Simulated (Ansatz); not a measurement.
Crystal: AlPt.

```
Pt Al
1.0
     3.09155    0.00000    0.00000
     0.00000    3.09155    0.00000
     0.00000    0.00000    3.09155
Pt Al
1 1
Cartesian
  1.5458 1.5458 1.5458
  0.0000 0.0000 0.0000
```

Measurements of this composition are mostly on another form, of space group No. 198.

| Quantity | Value |
| --- | --- |
| Program | Ansatz 0.2.0 |
| Task | relaxation of cell and atoms |
| Functional | PBE0 |
| Potentials or basis | Ansatz PAW |
| Cutoff | 420 eV (not typed: the program's choice for these potentials) |
| k mesh | 5 × 5 × 5 |
| Occupations | fermi-dirac, width 0.05 eV |
| Spin | no spin polarisation |

At the start: volume 14.77 Å³/atom.

Problem. Where does the relaxation end?

Solution. It ends after 5 steps and the volume is 14.46 Å³/atom (-2.1 %); space group Pm-3m (No. 221, to 0.05 Å).

Step by step:
```csv
step,energy change (eV),largest force (eV/Å),volume (Å³)
1,0.0000,0.0000,29.55
2,-0.0040,0.0000,28.46
3,-0.0085,0.0000,28.93
4,-0.0085,0.0000,28.91
5,-0.0082,0.0000,28.91
```

Final structure:
```
CELL_PARAMETERS angstrom
3.06930 0.00000 0.00000
0.00000 3.06930 0.00000
0.00000 0.00000 3.06930
ATOMIC_POSITIONS crystal
Pt 0.50000 0.50000 0.50000
Al 0.00000 0.00000 0.00000
```

Caveat: the k mesh is coarse (spacing up to 0.41 Å⁻¹), so the values aren't converged, least of all with exact exchange; the plane-wave basis is chosen anew once the cell has moved, so the energies of steps on either side of that aren't comparable; the PAW data sets come from PBE, with cores solved anew for the run's functional, which leaves a small shift of forces and pressure.
